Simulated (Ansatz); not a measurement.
# How much does W in Au(111), 2x2 scatter?, part 3 of 3

Aim: the resistance that W in Au(111), 2x2 adds to the host.

Ansatz 0.2.0; Ansatz plane-wave DFT, PBE, PAW files; ballistic transport by layer matching (Landauer), zero bias (the session's first sound run).

So far, resistivity per at.% scaled from this dense plane, with the factor 3/4 for isotropic scattering (µΩ cm): step 3 (resistance at ideal sites) 25.4.

## (5) Transmission after relaxation, relaxed yes

The transmission is solved again on the relaxed atoms.

This step: Ansatz plane-wave DFT, PBE, PAW files; ballistic transport by layer matching (Landauer), zero bias (Ansatz 0.2.0).

input.yaml

```yaml
crystal:
  lattice:
    - [5.7675164608, 0.0, 0.0]
    - [-2.8837582304, 4.9948157717, 0.0]
    - [-1.4418791152, 0.8324692953, 25.9003660885]
  atoms:
    - { symbol: Au, position: [0.0075757576, 0.9924242424, 0.0454545455] }
    - { symbol: Au, position: [0.0075757576, 0.4924242424, 0.0454545455] }
    - { symbol: Au, position: [0.5075757576, 0.9924242424, 0.0454545455] }
    - { symbol: Au, position: [0.5075757576, 0.4924242424, 0.0454545455] }
    - { symbol: Au, position: [0.1893939394, 0.3106060606, 0.1363636364] }
    - { symbol: Au, position: [0.1893939394, 0.8106060606, 0.1363636364] }
    - { symbol: Au, position: [0.6893939394, 0.3106060606, 0.1363636364] }
    - { symbol: Au, position: [0.6893939394, 0.8106060606, 0.1363636364] }
    - { symbol: Au, position: [0.3712121212, 0.1287878788, 0.2272727273] }
    - { symbol: Au, position: [0.3712121212, 0.6287878788, 0.2272727273] }
    - { symbol: Au, position: [0.8712121212, 0.1287878788, 0.2272727273] }
    - { symbol: Au, position: [0.8712121212, 0.6287878788, 0.2272727273] }
    - { symbol: Au, position: [0.0544929305, 0.9469858728, 0.3183407575] }
    - { symbol: Au, position: [0.0537011945, 0.4462988055, 0.3196202396] }
    - { symbol: Au, position: [0.5528458957, 0.9471541043, 0.3183081517] }
    - { symbol: Au, position: [0.5530141272, 0.4455070695, 0.3183407575] }
    - { symbol: Au, position: [0.2376313035, 0.2623686965, 0.4110374619] }
    - { symbol: Au, position: [0.2376067724, 0.7680826174, 0.4110815334] }
    - { symbol: Au, position: [0.7319173826, 0.2623932276, 0.4110815334] }
    - { symbol: Au, position: [0.7350605089, 0.7649394911, 0.407643117] }
    - { symbol: W, position: [0.4166666667, 0.0833333333, 0.5] }
    - { symbol: Au, position: [0.4166666667, 0.5833333333, 0.5] }
    - { symbol: Au, position: [0.9166666667, 0.0833333333, 0.5] }
    - { symbol: Au, position: [0.9166666667, 0.5833333333, 0.5] }
    - { symbol: Au, position: [0.1014159507, 0.9042734391, 0.5889184666] }
    - { symbol: Au, position: [0.0982728244, 0.4017271756, 0.592356883] }
    - { symbol: Au, position: [0.5957020299, 0.9042979701, 0.5889625381] }
    - { symbol: Au, position: [0.5957265609, 0.3985840493, 0.5889184666] }
    - { symbol: Au, position: [0.2804874377, 0.2195125623, 0.6816918483] }
    - { symbol: Au, position: [0.2803192061, 0.7211595971, 0.6816592425] }
    - { symbol: Au, position: [0.7788404029, 0.2196807939, 0.6816592425] }
    - { symbol: Au, position: [0.7796321389, 0.7203678611, 0.6803797604] }
    - { symbol: Au, position: [0.4621212121, 0.0378787879, 0.7727272727] }
    - { symbol: Au, position: [0.4621212121, 0.5378787879, 0.7727272727] }
    - { symbol: Au, position: [0.9621212121, 0.0378787879, 0.7727272727] }
    - { symbol: Au, position: [0.9621212121, 0.5378787879, 0.7727272727] }
    - { symbol: Au, position: [0.1439393939, 0.8560606061, 0.8636363636] }
    - { symbol: Au, position: [0.1439393939, 0.3560606061, 0.8636363636] }
    - { symbol: Au, position: [0.6439393939, 0.8560606061, 0.8636363636] }
    - { symbol: Au, position: [0.6439393939, 0.3560606061, 0.8636363636] }
    - { symbol: Au, position: [0.3257575758, 0.1742424242, 0.9545454545] }
    - { symbol: Au, position: [0.3257575758, 0.6742424242, 0.9545454545] }
    - { symbol: Au, position: [0.8257575758, 0.1742424242, 0.9545454545] }
    - { symbol: Au, position: [0.8257575758, 0.6742424242, 0.9545454545] }
kpoints:
  mp_grid: { grid: [5, 5, 1] }
hamiltonian:
  xc: pbe
scf:
  occupations: { method: fermi_dirac, width: 0.1 }
output:
  transmission:
    leads: [[0, 4]]
    kmesh: [10, 10]
    e_range: [-0.05, 0.05]
    de: 0.05
  write_potential: true
  write_density: true
  volumetric_format: npy
```

The run is started by

```bash
ansatz run input.yaml --threads 8 --pin off --max-ram 15360MiB --backend cpu --events-out ev --progress --plain --runs-dir out
```

Numbers of over 12 decimals in the logs are rounded to 6 here.

What it wrote:

```text
[...]
Crystal: 44 atoms, lattice volume = 746.130 Å³
Basis set: ecut = 420 eV, 14649 PW (Γ)
Bands: 499, of which v1, the nominal top of the filled ones, is band 416 counted from 1 (415 counted from 0)
Symmetry: 4 space group operations
[...]
k-points: 9 of 25
[...]
SCF iter   1: F=—  HF=-575802.370398 eV  |F-HF|=—  |Δ(HF+E_count)|=         —  Δρ=6.50e-3  dr2=9.85e0  ethr=1.77e-3  ⟨swp⟩=4.7  Hψ=13646  notcnv=0  defer=270
[...]
SCF iter  10: F=-575802.311911 eV  HF=-575802.311911 eV  |F-HF|=5.70e-9  |Δ(HF+E_count)|=   3.61e-9  Δρ=3.90e-7  dr2=6.30e-9  ethr=1.20e-11  ⟨swp⟩=9.7  Hψ=17706  notcnv=0
SCF 1 converged in 10 iterations: F = -575802.311911 eV  dr2 = 6.30e-9
[...]
transmission: 132 of 1240 steps passed
transmission: 256 of 1240 steps passed
[...]
transmission: 1240 of 1240 steps passed
SCF converged after 10 iterations
Free energy (F): -575802.311911 eV
[...]
Internal energy: -575801.625418 eV  (E = F + TS)
E sigma→0 (E₀):  -575801.968665 eV
Entropy (-TS):   -0.686492 eV (-15.602 meV/atom)
Fermi energy:    20.813382 eV
[...]
--- Band table (eV; the first three rows and the last of 9) ---
  k-point 0: bands = [... 412 lower, 21.0037, 21.1566, 21.2249, 21.2290, 21.4488, 21.5577, 21.5687, 21.6860, ... 79 higher]
  k-point 1: bands = [... 412 lower, 20.6040, 20.7063, 20.7725, 20.7889, 20.8514, 20.9235, 20.9708, 21.0766, ... 79 higher]
  k-point 2: bands = [... 412 lower, 20.5753, 20.6431, 20.6589, 20.7176, 20.8252, 20.8739, 20.9440, 21.1966, ... 79 higher]
  k-point 8: bands = [... 412 lower, 20.5855, 20.6087, 20.6534, 20.6650, 20.7384, 20.9868, 20.9909, 21.0254, ... 79 higher]
--- Transmission ---
  basis      : 253 plane waves across, 40 finite elements along
  points     : 31, standing for a mesh of 10 x 10
[...]
channels       : 3.170000e0 a spin
[...]
junction   : crystal 0 to crystal 0, 0.70 to 24.24 Å
    transmission   : 1.173185e0 a spin
[...]
```

It took 4.4 min on 8 threads of Arm Neoverse V1, shared host; peak memory 11 GiB; 28 min of CPU time.

Numbers from this step:

```
free energy                                    : -575802.3119 eV
energy at zero smearing                        : -575801.9687 eV
transmission per spin nearest the Fermi level  : 1.173
open channels per spin nearest the Fermi level : 3.17
step of the lead's potential                   : 10.7 meV
```

Per spin. The transmission, zone mean by energy, zero at the Fermi level:

```tsv
energy (eV)	transmission, zone mean
-0.0500	1.23
0.0000	1.17
0.0500	1.09
```

Transmission over k1 and k2. At 0.0000 eV from the Fermi level.

Ten even steps from '0' (0.27) to '9' (1.99):
```
0755570404
4593395410
4539993644
0539889350
6799828997
0053988935
4446399935
4014593395
0404075557
6044060440
```
Columns: k1 (b1) from -0.5 to 0.4; rows upwards: k2 (b2) from -0.5 to 0.4.

Over the solved energies the transmission per spin lies between 1.09 and 1.23, out of 3.20 channels of the lead on average (up to 3.21).

## (6) Resistance after relaxation

This step: Ansatz plane-wave DFT, PBE, PAW files; ballistic transport by layer matching (Landauer), zero bias; area resistance of the defect plane and resistivity an atomic per cent (Ansatz 0.2.0).

This step gave:

| Quantity | Value |
| --- | --- |
| area resistance | 2.030 fΩ m² |
| T over the leads' mean channel count | 0.3643 |
| resistivity per at.% scaled from this dense plane, with the factor 3/4 for isotropic scattering | 25.86 µΩ cm |

Averaged over the energies near the Fermi level, 36.4 % of the channels pass, which makes 2.03 fΩ m², against 1.99 on ideal sites.

## (7) What came out

```json
{
 "share of channels that pass, rigid": "0.369",
 "area resistance, rigid": "1.99 fΩ m²",
 "resistivity per at.% from the area resistance, times 3/4, rigid": "25.4 µΩ cm",
 "share of channels that pass, relaxed": "0.364",
 "area resistance, relaxed": "2.03 fΩ m²",
 "resistivity per at.% from the area resistance, times 3/4, relaxed": "25.9 µΩ cm"
}
```

**Reading.** The plane of defects adds 2.0 fΩ m². Scaled to one atomic per cent that is 34 µΩ cm as it stands and 26 with the factor 3/4 for isotropic scattering on a spherical Fermi surface; with the reflection in place of the resistance taken as linear in the density it would be 9.4. These are rough estimates of the dilute value, not bounds. One W in each 2x2 cell reflects 64 % of the lead's channels. The relaxed cell differs by 1.8 % in resistance; between the two runs the lead's own channel count goes from 3.19 to 3.20, so sampling may have a part in it. The defects form a dense periodic sheet that scatters coherently, unlike a dilute random alloy. T and N are means over the solved energies nearest the Fermi level. Spin-orbit coupling is left out, which matters for Au and W.

[Logs are printed without paths, hosts, clocks, repeated set-up lines and the standing remarks that a program may print on its own settings, such as how far it seeks lower states.]

[Hosts, paths, dates, database ids (printed as entryN), source tags and the programs' standing remarks are cut or masked in the printed files.]
